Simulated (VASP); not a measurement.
Set up this calculation in VASP 6.6.1, as the native input.

```
Task                   : single point
Functional             : LDA
Potentials or basis    : VASP PAW LDA potentials, release 64 (O, H, C, N)
Cutoff                 : 520 eV
k mesh                 : 1 × 1 × 1
Occupations            : fermi-dirac, width 0.02 eV
Spin                   : no spin polarisation
Dipole correction      : no
Further INCAR settings : LREAL = Auto; ALGO = Normal; EDIFF = 1e-07; NBANDS = 50
```

The structure of H15C2NO6 lies in POSCAR:

```
H15C2NO6
1.0
    6.4392770000      0.0000000000      0.0000000000
    0.0000000000      6.4392770000      0.0000000000
    0.0000000000      0.0000000000      6.4392770000
O H C N
6 15 2 1
Direct
    0.2378372603      0.8759213185      0.6918478581
    0.5538975882      0.1905493427      0.2809632199
    0.3622456372      0.2929366138      0.6704324103
    0.3826205954      0.5162070214      0.0608142809
    0.8975541819      0.8800522170      1.0667191363
    0.2220901508      0.9892880831      0.3024407864
    0.3562045863      0.7899489337      0.7146454485
    0.1243151987      0.7940177135      0.7418534721
    0.5188160099      0.3186227274      0.1991993822
    0.4201403356      0.1024493899      0.2889144232
    0.4447859597      0.2652161104      0.5394083839
    0.3021612520      0.1586668814      0.7023304014
    0.4070798632      0.6625743853      0.1051826160
    0.4344742430      0.4798209488     -0.0728032045
    0.8684049467      0.7828518636      0.9506502050
    0.7706610540      0.9576696266      1.1158550875
    0.1078381936      0.9341266108      0.2017151926
    0.2025382663      0.9373257277      0.4444132470
    0.9298870044      0.5148248786      0.2777485733
    1.0556775240      0.3160913873      0.4301103990
    0.7928063974      0.3052516610      0.3895934280
    0.9170750070      0.4184941881      0.4008524560
    0.8837327545      0.5379796521      0.5757478673
    0.8514465211      0.6567818095      0.7113220941
```

The cell was built by a generator and needn't be a form met in nature.

One way to write it, as run:

INCAR

```
PREC     = Accurate       # precision mode
ENCUT    = 520            # plane-wave cutoff, eV
EDIFF    = 1E-7           # SCF threshold, eV
ISMEAR   = -1             # smearing method
SIGMA    = 0.02           # smearing width, eV
LREAL    = Auto         
LASPH    = True           # aspherical terms in the spheres
NELM     = 80             # most SCF steps
ALGO     = Normal         # electronic algorithm
ISIF     = 2              # what is computed and relaxed
LWAVE    = False          # write WAVECAR
LCHARG   = True           # write CHGCAR
LELF     = True           # ELF
LVHAR    = True         
NBANDS   = 50             # bands
```

KPOINTS

```
regular mesh
0
Gamma
  1 1 1
```

Potentials or basis: VASP PAW LDA potentials, release 64 (O, H, C, N).

Command:

```console
$ cat potpaw_LDA.64/O/POTCAR potpaw_LDA.64/H/POTCAR potpaw_LDA.64/C/POTCAR potpaw_LDA.64/N/POTCAR > POTCAR
$ mpirun -np 1 vasp_gam > vasp.out
```

It gave:

- Pressure: 0.1 GPa
- Largest force: 4.335 eV/Å
- Band gap on the k mesh: 4.52 eV, direct

Caveat: the standard files for N, O and F lose accuracy on very short bonds.

Wall time 14 s on 1 thread of Intel(R) Xeon(R) 6975P-C (Granite Rapids), on a shared host, peak memory 0.24 GiB.
